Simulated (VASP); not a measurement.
# Fe (Im-3m) in VASP: single point with PBE

Aim: the single point of Fe with PBE.

Everything below comes from runs of VASP 6.6.1. Logs are shortened: lines on timing, memory, paths and dates and some standing lists are left out, and cuts for length are marked.

## 1. The structure

The structure is cubic, space group Im-3m (No. 229). Conventional cell: a = 2.867 Å, b = 2.867 Å, c = 2.867 Å, α = 90.00°, β = 90.00°, γ = 90.00°. Fe (site symmetry m-3m) is surrounded by 8 Fe at 2.48 Å.

## 2. Single point, PBE, collinear spin, ferromagnetic start

Contents of INCAR:

```
PREC     = Accurate       # precision mode
ENCUT    = 520            # plane-wave cutoff, eV
EDIFF    = 1E-7           # SCF threshold, eV
ISMEAR   = -1             # smearing method
SIGMA    = 0.1            # smearing width, eV
LREAL    = False          # projectors in reciprocal space
LASPH    = True           # aspherical terms in the spheres
NELM     = 100            # most SCF steps
ALGO     = Normal         # electronic algorithm
ISIF     = 2              # what is computed and relaxed
LWAVE    = False          # write WAVECAR
LCHARG   = True           # write CHGCAR
ISPIN    = 2              # spin polarisation
MAGMOM   = 3              # initial moments
LORBIT   = 11             # projections on sites
LMAXMIX  = 4              # l up to which the mixer works
GGA      = PE             # functional
LELF     = True           # ELF
LVHAR    = True
```

Contents of KPOINTS:

```
Automatic mesh
0
Gamma
  36 36 36
```

Contents of POSCAR:

```
Fe
1.0
   -1.4335000000      1.4335000000      1.4335000000
    1.4335000000     -1.4335000000      1.4335000000
    1.4335000000      1.4335000000     -1.4335000000
Fe
1
Direct
    0.0000000000      0.0000000000      0.0000000000
```

Potentials or basis: VASP PAW PBE potentials, release 64 (Fe).

Run with:

```bash
$ cat potpaw_PBE.64/Fe/POTCAR > POTCAR
$ mpirun -np 1 vasp_std > vasp.out
```

OUTCAR:

```text
PREC = Accurate
   ENCUT = 520
   EDIFF = 1E-7
   ISMEAR = -1
   LREAL = False
   LASPH = True
   NELM = 100
   ISIF = 2
   ISPIN = 2
   LORBIT = 11
   GGA = PE

 ion  position               nearest neighbor table
   1  0.000  0.000  0.000-

  LATTYP: Found a body centered cubic cell.
 ALAT       =     2.8670000000

  Lattice vectors:

 A1 = (  -1.4335000000,   1.4335000000,   1.4335000000)
 A2 = (   1.4335000000,  -1.4335000000,   1.4335000000)
 A3 = (   1.4335000000,   1.4335000000,  -1.4335000000)

Analysis of symmetry for initial positions (statically):
=====================================================================
 Subroutine PRICEL returns:
 Original cell was already a primitive cell.

 Routine SETGRP: Setting up the symmetry group for a
 body centered cubic supercell.

 Subroutine GETGRP returns: Found 48 space group operations
 (whereof 48 operations were pure point group operations)
 out of a pool of 48 trial point group operations.

The static configuration has the point symmetry O_h .

Analysis of symmetry for dynamics (positions and initial velocities):
=====================================================================
 Subroutine PRICEL returns:
 Original cell was already a primitive cell.

 Routine SETGRP: Setting up the symmetry group for a
 body centered cubic supercell.

 Subroutine GETGRP returns: Found 48 space group operations
 (whereof 48 operations were pure point group operations)
 out of a pool of 48 trial point group operations.

The dynamic configuration has the point symmetry O_h .

Analysis of structural, dynamic, and magnetic symmetry:
=====================================================================
 Subroutine PRICEL returns:
 Original cell was already a primitive cell.

 Routine SETGRP: Setting up the symmetry group for a
 body centered cubic supercell.

 Subroutine GETGRP returns: Found 48 space group operations
 (whereof 48 operations were pure point group operations)
 out of a pool of 48 trial point group operations.

The overall configuration has the point symmetry O_h .

 Subroutine INISYM returns: Found 48 space group operations
 (whereof 48 operations are pure point group operations),
 and found     1 'primitive' translations

----------------------------------------------------------------------------------------

                                     Primitive cell

  volume of cell :      11.7829

  direct lattice vectors                    reciprocal lattice vectors
    -1.433500000  1.433500000  1.433500000     0.000000000  0.348796652  0.348796652
     1.433500000 -1.433500000  1.433500000     0.348796652  0.000000000  0.348796652
     1.433500000  1.433500000 -1.433500000     0.348796652  0.348796652  0.000000000

  length of vectors
     2.482894833  2.482894833  2.482894833     0.493272955  0.493272955  0.493272955

  position of ions in fractional coordinates (direct lattice)
     0.000000000  0.000000000  0.000000000

  ion indices of the primitive-cell ions
   primitive index   ion index
                 1           1

----------------------------------------------------------------------------------------

 KPOINTS: Automatic mesh

Automatic generation of k-mesh.
 Grid dimensions read from file:
 generate k-points for:   36   36   36

 Generating k-lattice:

  Cartesian coordinates                     Fractional coordinates (reciprocal lattice)
     0.000000000  0.009688796  0.009688796     0.027777778  0.000000000  0.000000000
     0.009688796  0.000000000  0.009688796     0.000000000  0.027777778  0.000000000
     0.009688796  0.009688796  0.000000000     0.000000000  0.000000000  0.027777778

  Length of vectors
     0.013702027  0.013702027  0.013702027

  Shift w.r.t. Gamma in fractional coordinates (k-lattice)
     0.000000000  0.000000000  0.000000000

 Subroutine IBZKPT returns following result:
 ===========================================

 Found   1240 irreducible k-points:

 Following reciprocal coordinates:
            Coordinates               Weight
  0.000000  0.000000  0.000000      1.000000
  0.027778  0.000000  0.000000     12.000000
  0.055556  0.000000  0.000000     12.000000
  0.083333  0.000000  0.000000     12.000000
  0.111111  0.000000  0.000000     12.000000
  0.138889  0.000000  0.000000     12.000000
[... 16 lines left out ...]
  0.111111  0.027778  0.000000     48.000000
  0.138889  0.027778  0.000000     48.000000
 [... further k-points ...]
   k-points           NKPTS =   1240   k-points in BZ     NKDIM =   1240   number of bands    NBANDS=     10
   number of dos      NEDOS =    301   number of ions     NIONS =      1
   total plane-waves  NPLWV =   5832
   dimension x,y,z NGX =    18 NGY =   18 NGZ =   18
   dimension x,y,z NGXF=    36 NGYF=   36 NGZF=   36
   ions per type =               1
   NGX,Y,Z   is equivalent  to a cutoff of  12.05, 12.05, 12.05 a.u.
   NGXF,Y,Z  is equivalent  to a cutoff of  24.10, 24.10, 24.10 a.u.
 SYSTEM =  unknown system
   PREC   = accura    normal or accurate (medium, high low for compatibility)
   ISTART =      0    job   : 0-new  1-cont  2-samecut
   ICHARG =      2    charge: 1-file 2-atom 10-const
   ISPIN  =      2    spin polarized calculation?
   LNONCOLLINEAR =      F non collinear calculations
   LSORBIT =      F    spin-orbit coupling
   LASPH  =      T    aspherical Exc in radial PAW
   ENCUT  =  520.0 eV  38.22 Ry    6.18 a.u.   4.62  4.62  4.62*2*pi/ulx,y,z
   NELM   =    100;   NELMIN=  2; NELMDL= -5     # of ELM steps
   EDIFF  = 0.1E-06   stopping-criterion for ELM
   LREAL  =      F    real-space projection
   EDIFFG = 0.1E-05   stopping-criterion for IOM
   NSW    =      0    number of steps for IOM
   IBRION =     -1    ionic relax: 0-MD 1-quasi-New 2-CG
   NFREE  =      0    steps in history (QN), initial steepest desc. (CG)
   ISIF   =      2    stress and relaxation
   ISYM   =      2    0-nonsym 1-usesym 2-fastsym
   POTIM  = 0.5000    time-step for ionic-motion
   TEBEG  =    0.0;   TEEND  =   0.0 temperature during run
   PSTRESS=    0.0 pullay stress
   NELECT =       8.0000    total number of electrons
   NUPDOWN=      -1.0000    fix difference up-down
   EMIN   =  10.00;   EMAX   =-10.00  energy-range for DOS
   EFERMI =   0.00;   METHOD = LEGACY
   ISMEAR =    -1;   SIGMA  =   0.10  broadening in eV -4-tet -1-fermi 0-gaus
   EFERMI_NEDOS =   21; number of points for ismear=-14 and -15
   IALGO  =     38    algorithm
   IMIX   =      4    mixing-type and parameters
     AMIX     =   0.40;   BMIX     =  1.00
     AMIX_MAG =   1.60;   BMIX_MAG =  1.00
  volume/ion in A,a.u.               =      11.78        79.52
  Fermi-wavevector in a.u.,A,eV,Ry     =   1.438866  2.719063 28.168638  2.070336
  Thomas-Fermi vector in A             =   2.557786
   LORBIT       =     11    0 simple, 1 ext, 2 COOP (PROOUT), +10 PAW based schemes
   GGA     = PE    functional components
   LHFCALC =     F    Hartree Fock is set to
   AEXX    =    0.0000 exact exchange contribution
   IVDW    =     0    specifies the selected vdW correction
   LEPSILON=     F    determine dielectric tensor
   LRPA    =     F    only Hartree local field effects (RPA)
 spin polarized calculation
  energy-cutoff  :      520.00
  volume of cell :       11.78
 maximum number of plane-waves:       331
   NGX =  9   NGY =  9   NGZ =  9

 number of electron       7.9999997 magnetization       2.2479021

 Free energy of the ion-electron system (eV)
  ---------------------------------------------------
  ext. energy  EPLUGINS =         0.00000000
  ---------------------------------------------------
  free energy    TOTEN  =        -8.24972261 eV

  energy without entropy =       -8.21702941  energy(sigma->0) =       -8.23337601

 E-fermi :   5.4494     XC(G=0): -12.9101

 val. band max:        5.4470410839   @ k =  -0.4167   0.5000   0.2222
 cond. band min:       5.4498739061   @ k =  -0.1111   0.1111   0.0556
 fundamental gap:      0.0028328222
 Fermi energy:         5.4494128478

 spin component 1

 k-point     1 :       0.0000    0.0000    0.0000
  band No.  band energies     occupation
      1      -2.7624      1.00000
      2       3.2136      1.00000
      3       3.2136      1.00000
      4       3.2136      1.00000
      5       4.3592      0.99998
      6       4.3592      0.99998
      7      30.1215      0.00000
      8      30.1215      0.00000
      9      30.1215      0.00000
     10      34.9739      0.00000
[... 287 lines left out ...]
 k-point    24 :       0.1389    0.0278    0.0000
  band No.  band energies     occupation
      1      -1.8308      1.00000
      2       2.9853      1.00000
      3       3.1480      1.00000
      4       3.7049      1.00000
      5       4.1897      1.00000
      6       4.3867      0.99998
      7      25.4058      0.00000
      8      28.0907      0.00000
      9      29.7268      0.00000
     10      31.5339      0.00000

 [... further k-points ...]

 spin component 2

 k-point     1 :       0.0000    0.0000    0.0000
  band No.  band energies     occupation
      1      -2.6041      1.00000
      2       5.1883      0.93159
      3       5.1884      0.93151
      4       5.1884      0.93150
      5       7.1520      0.00000
      6       7.1522      0.00000
      7      29.8483      0.00000
      8      29.8483      0.00000
      9      29.8483      0.00000
     10      35.1490      0.00000
[... 287 lines left out ...]
 k-point    24 :       0.1389    0.0278    0.0000
  band No.  band energies     occupation
      1      -1.6621      1.00000
      2       4.9097      0.99549
      3       5.0839      0.97480
      4       5.7261      0.05917
      5       6.9003      0.00000
      6       7.1837      0.00000
      7      25.7164      0.00000
      8      28.1460      0.00000
      9      29.7034      0.00000
     10      32.3296      0.00000

 [... further k-points ...]

------------------------ aborting loop because EDIFF is reached ----------------------------------------

  FORCE on cell =-STRESS in cart. coord.  units (eV):
  Direction    XX          YY          ZZ          XY          YZ          ZX
  --------------------------------------------------------------------------------------
  -------------------------------------------------------------------------------------
  Total       -0.4615663     -0.4615663     -0.4615663      0.0000000     -0.0000000      0.0000000
  in kB      -62.7612536    -62.7612536    -62.7612536      0.0000000     -0.0000000      0.0000000
  external PRESSURE =     -62.7612536 kB  Pullay stress =       0.0000000 kB

 VOLUME and BASIS-vectors are now :
 -----------------------------------------------------------------------------
  energy-cutoff  :      520.00
  volume of cell :       11.78
      direct lattice vectors                 reciprocal lattice vectors
    -1.433500000  1.433500000  1.433500000     0.000000000  0.348796652  0.348796652
     1.433500000 -1.433500000  1.433500000     0.348796652  0.000000000  0.348796652
     1.433500000  1.433500000 -1.433500000     0.348796652  0.348796652  0.000000000

 POSITION                                       TOTAL-FORCE (eV/Angst)
 -----------------------------------------------------------------------------------
      0.00000      0.00000      0.00000        -0.000000      0.000000      0.000000
 -----------------------------------------------------------------------------------
    total drift:                                0.000000      0.000000      0.000000

  FREE ENERGIE OF THE ION-ELECTRON SYSTEM (eV)
  ---------------------------------------------------
  free  energy   TOTEN  =        -8.2497226095 eV

  energy  without entropy=       -8.2170294130  energy(sigma->0) =       -8.23337601

 total charge

# of ion       s       p       d       tot
------------------------------------------
    1        0.472   0.508   6.215   7.195

 magnetization (x)

# of ion       s       p       d       tot
------------------------------------------
    1       -0.014  -0.055   2.321   2.252
```

Run time: 3.8 min. Hardware: 1 thread of Intel Xeon Platinum 8259CL at 2.50GHz (Skylake/Cascade Lake), shared host; peak memory 0.34 GiB.

What came out:

| Property | Result |
| --- | --- |
| Free energy | -8.2497 eV |
| Pressure | -6.3 GPa |
| Band gap on the k mesh | none (metal or under the smearing width) |
| Net moment | 2.25 μB per cell |
| Site moments | Fe +2.25 μB |
| Valence electrons inside the program's atomic spheres | Fe 7.20 |

Levels at points of the mesh, in eV from the Fermi level:
Spin up:
| k point | band 2 | band 3 | band 4 | band 5 | band 6 | band 7 | band 8 | band 9 |
| --- | --- | --- | --- | --- | --- | --- | --- | --- |
| (0.00, 0.00, 0.00) | -2.24 | -2.24 | -2.24 | -1.09 | -1.09 | 24.67 | 24.67 | 24.67 |
| (0.50, 0.00, 0.00) | -3.26 | -1.03 | -0.92 | 0.31 | 0.54 | 7.03 | 18.06 | 19.66 |
| (0.50, 0.50, 0.50) | -4.63 | 0.05 | 0.05 | 0.05 | 9.69 | 9.69 | 9.69 | 15.28 |
Spin down:
```tsv
k point	band 1	band 2	band 3	band 4	band 5	band 6	band 7
(0.00, 0.00, 0.00)	-8.05	-0.26	-0.26	-0.26	1.70	1.70	24.40
(0.50, 0.00, 0.00)	-3.42	-1.48	0.63	1.56	1.94	2.59	8.43
(0.50, 0.50, 0.50)	-2.77	-2.77	2.31	2.31	2.31	9.95	9.95
```
